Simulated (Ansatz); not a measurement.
Wanted: the native input for an Ansatz 0.2.0 run.

- Task: band structure
- Functional: revPBE
- Potentials or basis: Ansatz PAW
- Cutoff: 420 eV (not typed: the program's choice for these potentials)
- k mesh: 7 × 7 × 7
- Occupations: fermi-dirac, width 0.05 eV
- Spin: no spin polarisation
- Path: [["G", "L", "B1"], ["B", "Z", "G", "X"], ["Q", "F", "P1", "Z"], ["L", "P"]]
- Points for each segment of the path: 14

The system is Bi2Te3 (Tellurobismuthite).

```
Bi Te
1.0
     2.19300    1.26613   10.16567
    -2.19300    1.26613   10.16567
     0.00000   -2.53226   10.16567
Bi Te
2 3
Direct
  0.60000 0.60000 0.60000
  0.40000 0.40000 0.40000
  0.79050 0.79050 0.79050
  0.20950 0.20950 0.20950
  0.00000 0.00000 0.00000
```

One way to write it, as run:

input.yaml

```yaml
crystal:
  lattice:
    - [2.193, 1.2661291403, 10.1656666667]
    - [-2.193, 1.2661291403, 10.1656666667]
    - [0.0, -2.5322582807, 10.1656666667]
  atoms:
    - { symbol: Bi, position: [0.6, 0.6, 0.6] }
    - { symbol: Bi, position: [0.4, 0.4, 0.4] }
    - { symbol: Te, position: [0.7905, 0.7905, 0.7905] }
    - { symbol: Te, position: [0.2095, 0.2095, 0.2095] }
    - { symbol: Te, position: [0.0, 0.0, 0.0] }
hamiltonian:
  xc: revpbe
  pseudopotentials: { kind: paw }
kpoints:
  mp_grid: { grid: [7, 7, 7] }
  band_path:
    path:
      - [[0.0, 0.0, 0.0], [0.5, 0.0, 0.0], [0.5, 0.1770083925, -0.1770083925]]
      - [[0.8229916075, 0.5, 0.1770083925], [0.5, 0.5, 0.5], [0.0, 0.0, 0.0], [0.3385041962, 0.0, -0.3385041962]]
      - [[0.6614958038, 0.3385041962, 0.0], [0.5, 0.5, 0.0], [0.6614958038, 0.6614958038, 0.1770083925], [0.5, 0.5, 0.5]]
      - [[0.5, 0.0, 0.0], [0.8229916075, 0.3385041962, 0.3385041962]]
    npoints: 14
scf:
  occupations: { method: fermi_dirac, width: 0.05 }
  n_extra_bands: 12
output:
  forces: true
  stress: true
  eigenvalues: true
  fatbands: true
  write_density: true
  write_potential: true
  elf: true
  volumetric_format: npy
```

Potentials or basis: Ansatz PAW.

Launch:

```bash
$ ansatz run input.yaml --threads 2 --pin off --max-ram 5632MiB --backend cpu --events-out ev --progress --plain --runs-dir out
```

Results of the run:

The pressure is 2.9 GPa and the largest force is 0.038 eV/Å. The band gap on the k mesh is 0.33 eV, direct and the band gap along the path is 0.33 eV, direct.

Caveat: spin-orbit coupling is left out, which as a rule narrows the gap of such compounds by several tenths of an eV; the PAW data sets come from PBE, with cores solved anew for the run's functional, which leaves a small shift of forces and pressure.

Run time: 11 s on 2 threads of AMD EPYC 9R45 96-Core Processor (Zen 5) (shared host), peak memory 0.96 GiB.
